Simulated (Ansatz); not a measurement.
**Metals for narrow interconnects: the product ρλ**

Plane-wave DFT in Ansatz, PBEsol, scalar-relativistic PAW potentials, cutoff 420 eV, no spin-orbit coupling; no spin polarisation. Relaxed crystals; Boltzmann transport at 300 K with one relaxation time τ for all states, on bands interpolated from the mesh shown (Fermi–Dirac smearing 0.15 eV in the self-consistent run).

```csv
metal,k mesh,"σ/τ xx, yy, zz (10²⁰ Ω⁻¹ m⁻¹ s⁻¹)","N(E_F) (states eV⁻¹ nm⁻³, both spins)"
TiC (Fm-3m),16×16×16,"2.67, 2.67, 2.67",14.6
VN₂ (I4/mcm),12×12×12,"1.24, 1.24, 9.87",56.9
Mo (Im-3m),20×20×20,"15.93, 15.93, 15.93",38.1
Pt (Fm-3m),20×20×20,"16.11, 16.11, 16.11",133.1
TiSi (Cmmm),10×6×10,"4.94, 4.85, 8.67",40.1
TaC (Fm-3m),16×16×16,"14.07, 14.07, 14.07",28.2
```

Problem. Get the Fermi velocity and ρλ of each, along its best-conducting axis, without knowing τ.

Solution. The trace of σ/τ is e²N(E_F)⟨v²⟩, which gives the root mean square velocity. With ρ = 1/((σ/τ)τ) and λ = vτ the time drops out: ρλ = v/(σ/τ).
```csv
metal,v (10⁵ m/s),ρλ (10⁻¹⁶ Ω m²)
Pt (Fm-3m),4.76,3.0
VN₂ (I4/mcm),3.68,3.7
Mo (Im-3m),8.85,5.6
TiSi (Cmmm),5.36,6.2
TaC (Fm-3m),9.66,6.9
TiC (Fm-3m),5.85,21.9
```

ρλ measures the inverse of the Fermi surface's area in k space (1/(ρλ) = e²S_F/(12π³ħ) for an isotropic metal), not the velocity: slow d electrons on a large surface can match fast s electrons. Copper's value in the literature is about 6.7×10⁻¹⁶ Ω m².

Problem. How much resistivity do surfaces and grain boundaries add in a square wire 6 nm wide, with diffuse surfaces, grains as wide as the wire and a reflection coefficient of 0.3?

Solution. In the common approximations to Fuchs–Sondheimer and Mayadas–Shatzkes, Δρ = ρλ [3(1 − p)/(4d) + 3R/(2D(1 − R))], with specularity p = 0, R = 0.3, and width d and grain size D both 6 nm, so Δρ = ρλ × 2.32×10⁸ m⁻¹: Pt (Fm-3m) 6.9 μΩ cm, VN₂ (I4/mcm) 8.7 μΩ cm, Mo (Im-3m) 12.9 μΩ cm, TiSi (Cmmm) 14.3 μΩ cm, TaC (Fm-3m) 15.9 μΩ cm, TiC (Fm-3m) 50.9 μΩ cm. The rise is smallest in Pt (Fm-3m). The wire's resistivity is this plus the bulk value, which needs phonon and disorder scattering and wasn't computed, so a small ρλ is needed but not enough: a wire metal must also be stable, stay ordered and resist electromigration and oxidation. One τ for all states gives, as a rule, a lower ρλ than one λ would, by some tens of per cent where velocities vary over the Fermi surface, which flatters d metals against copper, and the values hang on the mesh; the best axis of an anisotropic metal needs oriented grains, and the mean velocity understates λ along it.

Spin-orbit coupling, left out, matters for the members with heavy elements.

Cost: about 68 core-minutes for the runs cited, on Intel Xeon Platinum 8488C (Sapphire Rapids), Intel Xeon Processor @ 2.70GHz, AMD EPYC 9R45 (Zen 5) and other processors (shared hosts).